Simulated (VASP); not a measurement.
# RbBr (Fm-3m) in VASP: further runs

One crystal, RbBr, is run at these levels: PBEsol; tasks: relaxation of cell and atoms, relaxation of the atoms.

Everything below comes from runs of VASP 6.6.1. Logs are shortened: lines on timing, memory, paths and dates and some standing lists are left out, and cuts for length are marked.

## Step 1: Starting point

Symmetry: Fm-3m, No. 225, cubic system. The conventional cell has a = 6.854 Å, b = 6.854 Å, c = 6.854 Å, α = 90.00°, β = 90.00°, γ = 90.00°. Rb (site symmetry m-3m) has 6 Br at 3.43 Å as nearest neighbours. Br (site symmetry m-3m) is surrounded by 6 Rb at 3.43 Å.

## Step 2: Relaxation of cell and atoms, PBEsol

INCAR

```
SYSTEM = RbBr
PREC     = Accurate       ! precision mode
ENCUT    = 600            ! plane-wave cutoff, eV
EDIFF    = 1E-6           ! SCF threshold, eV
ISMEAR   = 0              ! smearing method
SIGMA    = 0.03           ! smearing width, eV
LREAL    = .False.        ! projectors in reciprocal space
LASPH    = .True.         ! aspherical terms in the spheres
NELM     = 80             ! most SCF steps
ALGO     = Normal         ! electronic algorithm
ISIF     = 3              ! what is computed and relaxed
LWAVE    = .False.        ! write WAVECAR
LCHARG   = .False.        ! write CHGCAR
GGA      = PS             ! functional
IBRION   = 2              ! ionic algorithm
NSW      = 90             ! ionic steps
EDIFFG   = -0.01          ! ionic threshold
```

KPOINTS

```
Automatic mesh
0
Gamma
  8 8 8
  0 0 0
```

POSCAR

```
RbBr
1.0
    0.0000000000      3.4270000000      3.4270000000
    3.4270000000      0.0000000000      3.4270000000
    3.4270000000      3.4270000000      0.0000000000
Rb Br
1 1
Direct
    0.0000000000      0.0000000000      0.0000000000
    0.5000000000      0.5000000000      0.5000000000
```

Potentials or basis: VASP PAW PBE potentials, release 64 (Rb_sv, Br).

The run is started by

```console
> cat potpaw_PBE.64/Rb_sv/POTCAR potpaw_PBE.64/Br/POTCAR > POTCAR
> mpirun -np 1 vasp_std > vasp.out
```

OUTCAR:

```text
SYSTEM = RbBr
   PREC = Accurate
   ENCUT = 600
   EDIFF = 1E-6
   ISMEAR = 0
   LREAL = .False.
   LASPH = .True.
   NELM = 80
   ISIF = 3
   GGA = PS
   IBRION = 2
   NSW = 90
   EDIFFG = -0.01

 ion  position               nearest neighbor table
   1  0.000  0.000  0.000-   2 3.43   2 3.43   2 3.43   2 3.43   2 3.43   2 3.43
   2  0.500  0.500  0.500-   1 3.43   1 3.43   1 3.43   1 3.43   1 3.43   1 3.43

  LATTYP: Found a face centered cubic cell.
 ALAT       =     6.8540000000

  Lattice vectors:

 A1 = (   0.0000000000,   3.4270000000,   3.4270000000)
 A2 = (   3.4270000000,   0.0000000000,   3.4270000000)
 A3 = (   3.4270000000,   3.4270000000,   0.0000000000)

Analysis of symmetry for initial positions (statically):
=====================================================================
 Subroutine PRICEL returns:
 Original cell was already a primitive cell.

 Routine SETGRP: Setting up the symmetry group for a
 face centered cubic supercell.

 Subroutine GETGRP returns: Found 48 space group operations
 (whereof 48 operations were pure point group operations)
 out of a pool of 48 trial point group operations.

The static configuration has the point symmetry O_h .

Analysis of symmetry for dynamics (positions and initial velocities):
=====================================================================
 Subroutine PRICEL returns:
 Original cell was already a primitive cell.

 Routine SETGRP: Setting up the symmetry group for a
 face centered cubic supercell.

 Subroutine GETGRP returns: Found 48 space group operations
 (whereof 48 operations were pure point group operations)
 out of a pool of 48 trial point group operations.

The dynamic configuration has the point symmetry O_h .

 Subroutine INISYM returns: Found 48 space group operations
 (whereof 48 operations are pure point group operations),
 and found     1 'primitive' translations

----------------------------------------------------------------------------------------

                                     Primitive cell

  volume of cell :      80.4956

  direct lattice vectors                    reciprocal lattice vectors
     0.000000000  3.427000000  3.427000000    -0.145900204  0.145900204  0.145900204
     3.427000000  0.000000000  3.427000000     0.145900204 -0.145900204  0.145900204
     3.427000000  3.427000000  0.000000000     0.145900204  0.145900204 -0.145900204

[... 93 lines left out ...]
   PSTRESS=    0.0 pullay stress
   NELECT =      16.0000    total number of electrons
   NUPDOWN=      -1.0000    fix difference up-down
   EMIN   =  10.00;   EMAX   =-10.00  energy-range for DOS
   EFERMI =   0.00;   METHOD = LEGACY
   ISMEAR =     0;   SIGMA  =   0.03  broadening in eV -4-tet -1-fermi 0-gaus
   EFERMI_NEDOS =   21; number of points for ismear=-14 and -15
   IALGO  =     38    algorithm
   IMIX   =      4    mixing-type and parameters
     AMIX     =   0.40;   BMIX     =  1.00
     AMIX_MAG =   1.60;   BMIX_MAG =  1.00
  volume/ion in A,a.u.               =      40.25       271.61
  Fermi-wavevector in a.u.,A,eV,Ry     =   0.955412  1.805467 12.419564  0.912812
  Thomas-Fermi vector in A             =   2.084247
   LORBIT       =      0    0 simple, 1 ext, 2 COOP (PROOUT), +10 PAW based schemes
   GGA     = PS    functional components
   LHFCALC =     F    Hartree Fock is set to
   AEXX    =    0.0000 exact exchange contribution
   IVDW    =     0    specifies the selected vdW correction
   LEPSILON=     F    determine dielectric tensor
   LRPA    =     F    only Hartree local field effects (RPA)
 conjugate gradient relaxation of ions
 non-spin polarized calculation
 Gauss-broadening in eV      SIGMA  =   0.03
  energy-cutoff  :      600.00
  volume of cell :       80.50
 maximum number of plane-waves:      2733
   NGX = 19   NGY = 19   NGZ = 19

 number of electron      16.0000001 magnetization

 Free energy of the ion-electron system (eV)
  ---------------------------------------------------
  ext. energy  EPLUGINS =         0.00000000
  ---------------------------------------------------
  free energy    TOTEN  =        -6.35542741 eV

  energy without entropy =       -6.35542741  energy(sigma->0) =       -6.35542741

 E-fermi :  -1.6366     XC(G=0):  -7.4053

 val. band max:       -1.8452028215   @ k =   0.0000   0.0000   0.0000
 cond. band min:       2.3663138065   @ k =   0.0000   0.0000   0.0000
 fundamental gap:      4.2115166280
 Fermi energy:        -1.6366086921

 k-point     1 :       0.0000    0.0000    0.0000
  band No.  band energies     occupation
      1     -26.2004      2.00000
      2     -14.0388      2.00000
      3     -10.2879      2.00000
      4     -10.2879      2.00000
      5     -10.2879      2.00000
      6      -1.8452      2.00000
      7      -1.8452      2.00000
      8      -1.8452      2.00000
      9       2.3663      0.00000
     10       5.3551      0.00000
     11       5.3551      0.00000
     12       5.3551      0.00000
[... 331 lines left out ...]
 k-point    24 :      -0.3750    0.2500    0.1250
  band No.  band energies     occupation
      1     -26.1893      2.00000
      2     -14.0468      2.00000
      3     -10.3586      2.00000
      4     -10.3442      2.00000
      5     -10.2695      2.00000
      6      -2.6324      2.00000
      7      -2.2066      2.00000
      8      -2.1847      2.00000
      9       4.9991      0.00000
     10       5.4617      0.00000
     11       6.9335      0.00000
     12       7.0678      0.00000

 [... further k-points ...]

------------------------ aborting loop because EDIFF is reached ----------------------------------------

  FORCE on cell =-STRESS in cart. coord.  units (eV):
  Direction    XX          YY          ZZ          XY          YZ          ZX
  --------------------------------------------------------------------------------------
  -------------------------------------------------------------------------------------
  Total       -0.0116511     -0.0116511     -0.0116511      0.0000000      0.0000000     -0.0000000
  in kB       -0.2319016     -0.2319016     -0.2319016      0.0000000      0.0000000     -0.0000000
  external PRESSURE =      -0.2319016 kB  Pullay stress =       0.0000000 kB

 VOLUME and BASIS-vectors are now :
 -----------------------------------------------------------------------------
  energy-cutoff  :      600.00
  volume of cell :       80.50
      direct lattice vectors                 reciprocal lattice vectors
     0.000000000  3.427000000  3.427000000    -0.145900204  0.145900204  0.145900204
     3.427000000  0.000000000  3.427000000     0.145900204 -0.145900204  0.145900204
     3.427000000  3.427000000  0.000000000     0.145900204  0.145900204 -0.145900204

 POSITION                                       TOTAL-FORCE (eV/Angst)
 -----------------------------------------------------------------------------------
      0.00000      0.00000      0.00000         0.000000      0.000000     -0.000000
      3.42700      3.42700      3.42700        -0.000000      0.000000      0.000000
 -----------------------------------------------------------------------------------
    total drift:                                0.000000     -0.000000     -0.000000

  FREE ENERGIE OF THE ION-ELECTRON SYSTEM (eV)
  ---------------------------------------------------
  free  energy   TOTEN  =        -6.3554274114 eV

  energy  without entropy=       -6.3554274114  energy(sigma->0) =       -6.35542741

 reached required accuracy - stopping structural energy minimisation
```

OSZICAR:

```text
N       E                     dE             d eps       ncg     rms          rms(c)
DAV:   1     0.988432553557E+02    0.98843E+02   -0.71921E+03   696   0.126E+03
DAV:   2     0.105583195470E+01   -0.97787E+02   -0.90677E+02   952   0.199E+02
DAV:   3    -0.635175914522E+01   -0.74076E+01   -0.73611E+01   856   0.606E+01
DAV:   4    -0.655888837381E+01   -0.20713E+00   -0.20699E+00  1092   0.965E+00
DAV:   5    -0.656039640793E+01   -0.15080E-02   -0.15080E-02   880   0.910E-01    0.277E+00
DAV:   6    -0.636150005366E+01    0.19890E+00   -0.32285E-01   808   0.285E+00    0.186E+00
DAV:   7    -0.634465367607E+01    0.16846E-01   -0.13654E-01   848   0.196E+00    0.912E-01
DAV:   8    -0.635432515058E+01   -0.96715E-02   -0.14030E-02   824   0.802E-01    0.871E-02
DAV:   9    -0.635506011459E+01   -0.73496E-03   -0.10810E-03   900   0.190E-01    0.604E-02
DAV:  10    -0.635541136740E+01   -0.35125E-03   -0.38070E-04   760   0.134E-01    0.119E-02
DAV:  11    -0.635542449595E+01   -0.13129E-04   -0.30992E-05   868   0.349E-02    0.994E-03
DAV:  12    -0.635542738921E+01   -0.28933E-05   -0.14762E-05   796   0.217E-02    0.312E-03
DAV:  13    -0.635542741136E+01   -0.22149E-07   -0.26672E-07   676   0.405E-03
   1 F= -.63554274E+01 E0= -.63554274E+01  d E =-.635543E+01
```

Run time: 24 s. Hardware: 1 thread of AMD EPYC 9R45 (Zen 5), shared host; peak memory 0.22 GiB.

What came out:

```yaml
Free_energy: -6.3554 eV
Pressure_after_relaxing: 0.0 GPa
Band_gap_on_the_k_mesh: 4.21 eV, direct
```

Final structure:
```yaml
crystal:
  lattice:
    - [0.00000, 3.42700, 3.42700]
    - [3.42700, 0.00000, 3.42700]
    - [3.42700, 3.42700, 0.00000]
  atoms:
    - { symbol: Rb, position: [0.00000, 0.00000, 0.00000] }
    - { symbol: Br, position: [0.50000, 0.50000, 0.50000] }
```

Caveat: the relaxation stopped at its first step, so nothing moved; the PAW data sets were made with another functional, which shifts forces and pressure a little. A k mesh can miss the band edges.

## Step 3: Relaxation of cell and atoms, PBEsol

Edit INCAR of step 2 so:

```diff
@@ -3,3 +3,3 @@
 ENCUT    = 600            ! plane-wave cutoff, eV
-EDIFF    = 1E-6           ! SCF threshold, eV
+EDIFF    = 1E-7           ! SCF threshold, eV
 ISMEAR   = 0              ! smearing method
@@ -16,2 +16,2 @@
 NSW      = 90             ! ionic steps
-EDIFFG   = -0.01          ! ionic threshold
+EDIFFG   = -0.005         ! ionic threshold
```

KPOINTS is that of step 2.

POSCAR

```
RbBr                                    
1.0
    0.0000000000      3.4270000000      3.4270000000
    3.4270000000      0.0000000000      3.4270000000
    3.4270000000      3.4270000000      0.0000000000
  Rb              Br            
     1     1
Direct
     0.0000000000000000    0.0000000000000000    0.0000000000000000
     0.5000000000000000    0.5000000000000000    0.5000000000000000
```

Potentials or basis: VASP PAW PBE potentials, release 64 (Rb_sv, Br).

The run is started by

```console
> cat potpaw_PBE.64/Rb_sv/POTCAR potpaw_PBE.64/Br/POTCAR > POTCAR
> mpirun -np 1 vasp_std > vasp.out
```

Wall time 33 s (1 thread of AMD EPYC 9R45 (Zen 5), shared host); peak memory 0.23 GiB.

The run converged. Its results:

| Quantity | Value |
| --- | --- |
| Free energy | -6.3554 eV |
| Relaxed volume | 40.21 Å³/atom |
| Relaxed cell | a = 4.845 Å, b = 4.845 Å, c = 4.845 Å, α = 60.00°, β = 60.00°, γ = 60.00° |
| Space group after relaxing (to 0.05 Å) | Fm-3m (No. 225) |
| Energy gained by relaxing | 0.0 meV/atom |
| Ionic steps | 2 |
| Pressure after relaxing | 0.0 GPa |
| Band gap on the k mesh | 4.21 eV, direct |

Final structure:
```yaml
crystal:
  lattice:
    - [0.00000, 3.42606, 3.42606]
    - [3.42606, 0.00000, 3.42606]
    - [3.42606, 3.42606, 0.00000]
  atoms:
    - { symbol: Rb, position: [0.00000, 0.00000, 0.00000] }
    - { symbol: Br, position: [0.50000, 0.50000, 0.50000] }
```

Levels at points of the mesh, in eV from the valence-band top:
```
           k point  band 5  band 6  band 7  band 8  band 9  band 10  band 11  band 12
(0.00, 0.00, 0.00)   -8.44    0.00    0.00    0.00    4.21     7.20     7.20     7.20
(0.50, 0.00, 0.00)   -8.40   -1.02   -0.37   -0.37    6.67     7.61     9.44     9.44
(0.50, 0.50, 0.00)   -8.52   -0.49   -0.16   -0.16    5.50     7.02     9.06     9.15
```

Caveat: the PAW data sets were made with another functional, which shifts forces and pressure a little.

(Continued in part 2 of 2.)
